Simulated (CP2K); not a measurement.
Crystal: Si.

```xyz
2
Lattice="3.8493 0.0000 0.0000 1.9246 3.3336 0.0000 1.9246 1.1112 3.1429" Properties=species:S:1:pos:R:3 pbc="T T T"
Si    3.8493    2.2224    1.5715
Si    5.7739    3.3336    2.3572
```

Program: CP2K 2026.2. Alike in all runs: no spin polarisation; cell as given; k mesh 8 × 8 × 8.

Order these runs on this cell by their pressure, lowest first.
A. level PBE; potentials or basis POTENTIAL_UZH Si GTH-PBE-q4; TZVP-MOLOPT-PBE-GTH basis; smearing fermi-dirac 0.01 eV; NGRIDS 4; basis sets Si TZVP-MOLOPT-PBE-GTH-q4; potentials Si GTH-PBE-q4 of POTENTIAL_UZH; points a segment of the path (NPOINTS) 10; bands added on the path 6
B. level r2SCAN; potentials or basis POTENTIAL_UZH Si GTH-SCAN-q4; TZVP-MOLOPT-SCAN-GTH basis; smearing fermi-dirac 0.05 eV; NGRIDS 5; basis sets Si TZVP-MOLOPT-SCAN-GTH-q4; potentials Si GTH-SCAN-q4 of POTENTIAL_UZH; points a segment of the path (NPOINTS) 10; bands added on the path 4
C. level revPBE+D3(BJ); potentials or basis POTENTIAL_UZH Si GTH-PBE-q4; TZVP-MOLOPT-PBE-GTH basis; smearing fermi-dirac 0.05 eV; NGRIDS 4; basis sets Si TZVP-MOLOPT-PBE-GTH-q4; potentials Si GTH-PBE-q4 of POTENTIAL_UZH
D. level vdW-DF2; potentials or basis POTENTIAL_UZH Si GTH-PBE-q4; TZVP-MOLOPT-PBE-GTH basis; smearing fermi-dirac 0.05 eV; NGRIDS 5; basis sets Si TZVP-MOLOPT-PBE-GTH-q4; potentials Si GTH-PBE-q4 of POTENTIAL_UZH

C (-3.4 GPa), B (-1.0 GPa), A (1.2 GPa), D (2.7 GPa).

Caveats: the basis of atomic orbitals isn't converged, which shifts pressures, moduli and gaps; the potentials were made for another functional, which shifts forces and pressure (some runs).

Not every run made on this cell is shown here.
